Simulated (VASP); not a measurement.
Here is a VASP 6.6.1 calculation.

File INCAR:

```
PREC = Accurate ; ENCUT = 600
EDIFF = 1E-6 ; ISMEAR = 0
SIGMA = 0.03 ; LREAL = F
LASPH = T ; NELM = 80
ALGO = Normal ; ISIF = 3
LWAVE = F ; LCHARG = F
METAGGA = R2SCAN ; LMIXTAU = T
IBRION = 2 ; NSW = 90
EDIFFG = -0.01
```

KPOINTS

```
Automatic mesh
0
Gamma
  8 8 8
```

File POSCAR:

```
CaSe
1.0
    0.0000000000      2.9560000000      2.9560000000
    2.9560000000      0.0000000000      2.9560000000
    2.9560000000      2.9560000000      0.0000000000
Ca Se
1 1
Direct
    0.0000000000      0.0000000000      0.0000000000
    0.5000000000      0.5000000000      0.5000000000
```

Potentials or basis: VASP PAW PBE potentials, release 64 (Ca_sv, Se).

Launch:

```bash
$ cat potpaw_PBE.64/Ca_sv/POTCAR potpaw_PBE.64/Se/POTCAR > POTCAR
$ mpirun -np 1 vasp_std > vasp.out
```

(1) What does it give for the band gap on the k mesh?

(2) What does it give for the space group after relaxing (to 0.05 Å)?

(3) Estimate the relaxed cell.

(4) Estimate the relaxed volume.

## Answers

(1) 2.53 eV, indirect (least direct gap 3.46 eV).

(2) Fm-3m (No. 225).

(3) a = 4.203 Å, b = 4.203 Å, c = 4.203 Å, α = 60.00°, β = 60.00°, γ = 60.00°.

(4) 26.25 Å³/atom.

Caveat: the PAW data sets were made with another functional, which shifts forces and pressure a little.
